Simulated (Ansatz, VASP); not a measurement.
**F: VASP beside Ansatz**

Contents of INCAR:

```
PREC     = Accurate       # precision mode
ENCUT    = 520            # plane-wave cutoff, eV
EDIFF    = 1E-6           # SCF threshold, eV
ISMEAR   = -1             # smearing method
SIGMA    = 0.1            # smearing width, eV
LREAL    = F              # projectors in reciprocal space
LASPH    = T              # aspherical terms in the spheres
NELM     = 80             # most SCF steps
ALGO     = Normal         # electronic algorithm
ISIF     = 2              # what is computed and relaxed
LWAVE    = F              # write WAVECAR
LCHARG   = F              # write CHGCAR
GGA      = PE             # functional
NBANDS   = 10             # bands
```

Contents of KPOINTS:

```
Automatic mesh
0
Gamma
  17 17 17
```

Contents of POSCAR:

```
F
1.0
    0.0000000000      1.3699641972      1.3699641972
    1.3699641972      0.0000000000      1.3699641972
    1.3699641972      1.3699641972      0.0000000000
F
1
Direct
    0.0000000000      0.0000000000      0.0000000000
```

Input for Ansatz:

```yaml
crystal:
  lattice:
    - [0.0, 1.3699641972, 1.3699641972]
    - [1.3699641972, 0.0, 1.3699641972]
    - [1.3699641972, 1.3699641972, 0.0]
  atoms:
    - { symbol: F, position: [0.0, 0.0, 0.0] }
kpoints:
  mp_grid: { grid: [17, 17, 17] }
scf:
  occupations: { method: fermi_dirac, width: 0.1 }
hamiltonian:
  xc: pbe
  pseudopotentials: { kind: paw }
output:
  forces: true
  stress: true
  eigenvalues: true
  populations: true
```

Change from the starting cell: volume scaled by 0.5, PAW files.

Alike in both runs: task single point; functional PBE; k mesh 17 × 17 × 17; occupations fermi-dirac, width 0.1 eV; no spin polarisation.

```csv
,VASP,Ansatz
version,VASP 6.6.1,Ansatz 0.2.0
potentials or method,"VASP PAW PBE potentials, release 64 (F)","PAW with Ansatz's default frozen-core files, scalar-relativistic"
plane-wave cutoff (eV),520,420
valence electrons in the cell,7,7
```

Ansatz gave:

```
pressure (GPa) : 204.4
```

**Question.** What did VASP give for the same quantities?

**Answer.** Pressure (GPa): 203.8.

Caveats: the cell as given lies far from equilibrium; so large a pressure means that the cell lies far from this level's equilibrium, or that cutoff or potentials fall short (VASP); an odd number of electrons without spin polarisation forces a metal; a magnetic or distorted state may lie lower.
